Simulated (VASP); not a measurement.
# Hf (Im-3m) in VASP: density of states with PBE

Aim: the density of states of Hf with PBE.

Program: VASP 6.6.1. These are calculated values, not measurements. Logs are shortened: lines on timing, memory, paths and dates and some standing lists are left out, and cuts for length are marked.

**1. Starting point**

The structure is cubic, space group Im-3m (No. 229). The conventional cell has a = 3.580 Å, b = 3.580 Å, c = 3.580 Å, α = 90.00°, β = 90.00°, γ = 90.00°. Around Hf (site symmetry m-3m) lie 8 Hf at 3.10 Å.

This isn't the form of Hf at room conditions, which is hcp.

**2. Density of states, PBE**

Contents of POSCAR:

```
Hf
1.0
   -1.7901240000      1.7901240000      1.7901240000
    1.7901240000     -1.7901240000      1.7901240000
    1.7901240000      1.7901240000     -1.7901240000
Hf
1
Direct
    0.0000000000      0.0000000000      0.0000000000
```

Contents of INCAR.step1:

```
SYSTEM = Hf
  PREC = Accurate
  ENCUT = 520
  EDIFF = 1E-7
  ISMEAR = -1
  SIGMA = 0.1
  LREAL = .FALSE.
  LASPH = .TRUE.
  NELM = 80
  ALGO = Normal
  ISIF = 2
  LWAVE = .FALSE.
  LCHARG = .TRUE.
  LMAXMIX = 4
  GGA = PE
  NBANDS = 11
```

Contents of KPOINTS.step1:

```
Automatic mesh
0
G
  13 13 13
  0 0 0
```

Contents of INCAR.step2:

```
SYSTEM = Hf
  PREC = Accurate
  ENCUT = 520
  EDIFF = 1E-7
  ISMEAR = -5
  SIGMA = 0.1
  LREAL = .FALSE.
  LASPH = .TRUE.
  NELM = 80
  ALGO = Normal
  ISIF = 2
  LWAVE = .FALSE.
  LCHARG = .FALSE.
  LMAXMIX = 4
  GGA = PE
  LORBIT = 11
  NEDOS = 2001
  ICHARG = 11
```

Contents of KPOINTS.step2:

```
Automatic mesh
0
G
  20 20 20
  0 0 0
```

Potentials or basis: VASP PAW PBE potentials, release 64 (Hf_pv).

Command:

```console
$ cat potpaw_PBE.64/Hf_pv/POTCAR > POTCAR
$ cp INCAR.step1 INCAR
$ cp KPOINTS.step1 KPOINTS
$ mpirun -np 1 vasp_std > vasp.out
$ cp INCAR.step2 INCAR
$ cp KPOINTS.step2 KPOINTS
$ mpirun -np 1 vasp_std > vasp.out
```

OUTCAR:

```text
SYSTEM = Hf
   PREC = Accurate
   ENCUT = 520
   EDIFF = 1E-7
   ISMEAR = -5
   LREAL = .FALSE.
   LASPH = .TRUE.
   NELM = 80
   ISIF = 2
   GGA = PE
   LORBIT = 11
   ICHARG = 11

 ion  position               nearest neighbor table
   1  0.000  0.000  0.000-

  LATTYP: Found a body centered cubic cell.
 ALAT       =     3.5802480000

  Lattice vectors:

 A1 = (  -1.7901240000,   1.7901240000,   1.7901240000)
 A2 = (   1.7901240000,  -1.7901240000,   1.7901240000)
 A3 = (   1.7901240000,   1.7901240000,  -1.7901240000)

Analysis of symmetry for initial positions (statically):
=====================================================================
 Subroutine PRICEL returns:
 Original cell was already a primitive cell.

 Routine SETGRP: Setting up the symmetry group for a
 body centered cubic supercell.

 Subroutine GETGRP returns: Found 48 space group operations
 (whereof 48 operations were pure point group operations)
 out of a pool of 48 trial point group operations.

The static configuration has the point symmetry O_h .

Analysis of symmetry for dynamics (positions and initial velocities):
=====================================================================
 Subroutine PRICEL returns:
 Original cell was already a primitive cell.

 Routine SETGRP: Setting up the symmetry group for a
 body centered cubic supercell.

 Subroutine GETGRP returns: Found 48 space group operations
 (whereof 48 operations were pure point group operations)
 out of a pool of 48 trial point group operations.

The dynamic configuration has the point symmetry O_h .

 Subroutine INISYM returns: Found 48 space group operations
 (whereof 48 operations are pure point group operations),
 and found     1 'primitive' translations

----------------------------------------------------------------------------------------

                                     Primitive cell

  volume of cell :      22.9461

  direct lattice vectors                    reciprocal lattice vectors
    -1.790124000  1.790124000  1.790124000     0.000000000  0.279310260  0.279310260
     1.790124000 -1.790124000  1.790124000     0.279310260  0.000000000  0.279310260
     1.790124000  1.790124000 -1.790124000     0.279310260  0.279310260  0.000000000

  length of vectors
     3.100585720  3.100585720  3.100585720     0.395004358  0.395004358  0.395004358

  position of ions in fractional coordinates (direct lattice)
     0.000000000  0.000000000  0.000000000

[... 83 lines left out ...]
   ISIF   =      2    stress and relaxation
   ISYM   =      2    0-nonsym 1-usesym 2-fastsym
   POTIM  = 0.5000    time-step for ionic-motion
   TEBEG  =    0.0;   TEEND  =   0.0 temperature during run
   PSTRESS=    0.0 pullay stress
   NELECT =      10.0000    total number of electrons
   NUPDOWN=      -1.0000    fix difference up-down
   EMIN   =  10.00;   EMAX   =-10.00  energy-range for DOS
   EFERMI =   0.00;   METHOD = LEGACY
   ISMEAR =    -5;   SIGMA  =   0.10  broadening in eV -4-tet -1-fermi 0-gaus
   EFERMI_NEDOS =   21; number of points for ismear=-14 and -15
   IALGO  =     38    algorithm
   IMIX   =      4    mixing-type and parameters
     AMIX     =   0.40;   BMIX     =  1.00
     AMIX_MAG =   1.60;   BMIX_MAG =  1.00
  volume/ion in A,a.u.               =      22.95       154.85
  Fermi-wavevector in a.u.,A,eV,Ry     =   1.241190  2.345510 20.960502  1.540553
  Thomas-Fermi vector in A             =   2.375599
   LORBIT       =     11    0 simple, 1 ext, 2 COOP (PROOUT), +10 PAW based schemes
   GGA     = PE    functional components
   LHFCALC =     F    Hartree Fock is set to
   AEXX    =    0.0000 exact exchange contribution
   IVDW    =     0    specifies the selected vdW correction
   LEPSILON=     F    determine dielectric tensor
   LRPA    =     F    only Hartree local field effects (RPA)
 non-spin polarized calculation
 Fermi weights with tetrahedron method with Bloechl corrections
  energy-cutoff  :      520.00
  volume of cell :       22.95
 maximum number of plane-waves:       638

 number of electron      10.0000003 magnetization

 Free energy of the ion-electron system (eV)
  ---------------------------------------------------
  ext. energy  EPLUGINS =         0.00000000
  ---------------------------------------------------
  free energy    TOTEN  =        -9.73570481 eV

  energy without entropy =       -9.73570481  energy(sigma->0) =       -9.73570481

 E-fermi :   4.4035     XC(G=0): -11.1691

 val. band max:        4.4454983556   @ k =  -0.4000   0.4000   0.1000
 cond. band min:       4.3559641711   @ k =  -0.3500  -0.4500   0.1500
 fundamental gap:     -0.0895341845
 Fermi energy:         4.4035438102

 k-point     1 :       0.0000    0.0000    0.0000
  band No.  band energies     occupation
      1     -25.5269      2.00000
      2     -25.5269      2.00000
      3     -25.5269      2.00000
      4      -2.5480      2.00000
      5       5.9146      0.00000
      6       5.9146      0.00000
      7       5.9146      0.00000
      8       8.6220      0.00000
      9       8.6220      0.00000
[... 265 lines left out ...]
 k-point    24 :       0.2500    0.1000    0.0000
  band No.  band energies     occupation
      1     -26.0368      2.00000
      2     -25.6960      2.00000
      3     -25.5550      2.00000
      4       0.2596      2.00000
      5       4.4442      0.61158
      6       4.6065     -0.02704
      7       8.0118      0.00000
      8       9.1410      0.00000
      9       9.2020      0.00000

 [... further k-points ...]

------------------------ aborting loop because EDIFF is reached ----------------------------------------

  FORCE on cell =-STRESS in cart. coord.  units (eV):
  Direction    XX          YY          ZZ          XY          YZ          ZX
  --------------------------------------------------------------------------------------
  -------------------------------------------------------------------------------------
  Total       -0.4576133     -0.4576133     -0.4576133      0.0000000      0.0000000     -0.0000000
  in kB      -31.9521372    -31.9521372    -31.9521372      0.0000000      0.0000000     -0.0000000
  external PRESSURE =     -31.9521372 kB  Pullay stress =       0.0000000 kB

 VOLUME and BASIS-vectors are now :
 -----------------------------------------------------------------------------
  energy-cutoff  :      520.00
  volume of cell :       22.95
      direct lattice vectors                 reciprocal lattice vectors
    -1.790124000  1.790124000  1.790124000     0.000000000  0.279310260  0.279310260
     1.790124000 -1.790124000  1.790124000     0.279310260  0.000000000  0.279310260
     1.790124000  1.790124000 -1.790124000     0.279310260  0.279310260  0.000000000

 POSITION                                       TOTAL-FORCE (eV/Angst)
 -----------------------------------------------------------------------------------
      0.00000      0.00000      0.00000        -0.000000      0.000000      0.000000
 -----------------------------------------------------------------------------------
    total drift:                                0.000000      0.000000      0.000000

  FREE ENERGIE OF THE ION-ELECTRON SYSTEM (eV)
  ---------------------------------------------------
  free  energy   TOTEN  =        -9.7357048109 eV

  energy  without entropy=       -9.7357048109  energy(sigma->0) =       -9.73570481

 total charge

# of ion       s       p       d       tot
------------------------------------------
    1        0.377   6.353   1.554   8.284
```

It took 24 s on 1 thread of AMD EPYC 9R45 (Zen 5), shared host; peak memory 0.16 GiB.

Results:

```yaml
Valence_electrons_inside_the_program's_atomic_spheres: Hf 8.28
```

States per cell in windows of 1 eV (zero at the Fermi level; states under -8 eV left out):
| from (eV) | total | Hf1_d | Hf1_p | Hf1_s |
| --- | --- | --- | --- | --- |
| -8.0 | 0.00 | 0.00 | 0.00 | 0.00 |
| -7.0 | 0.05 | 0.00 | 0.00 | 0.02 |
| -6.0 | 0.13 | 0.00 | 0.01 | 0.05 |
| -5.0 | 0.21 | 0.01 | 0.02 | 0.06 |
| -4.0 | 0.46 | 0.09 | 0.05 | 0.11 |
| -3.0 | 0.75 | 0.25 | 0.07 | 0.10 |
| -2.0 | 0.66 | 0.29 | 0.06 | 0.03 |
| -1.0 | 1.74 | 0.91 | 0.24 | 0.01 |
| 0.0 | 1.51 | 0.81 | 0.24 | 0.01 |
| 1.0 | 0.43 | 0.29 | 0.02 | 0.01 |
| 2.0 | 0.70 | 0.47 | 0.05 | 0.02 |
| 3.0 | 1.12 | 0.82 | 0.05 | 0.01 |
| 4.0 | 1.92 | 1.52 | 0.07 | 0.04 |
| 5.0 | 1.04 | 0.77 | 0.12 | 0.03 |
| 6.0 | 0.50 | 0.33 | 0.08 | 0.03 |
| 7.0 | 0.63 | 0.38 | 0.11 | 0.06 |

Caveat: tetrahedron occupations give inexact forces and stress in metals. The run has no spin-orbit coupling, so splittings on Hf are missing.
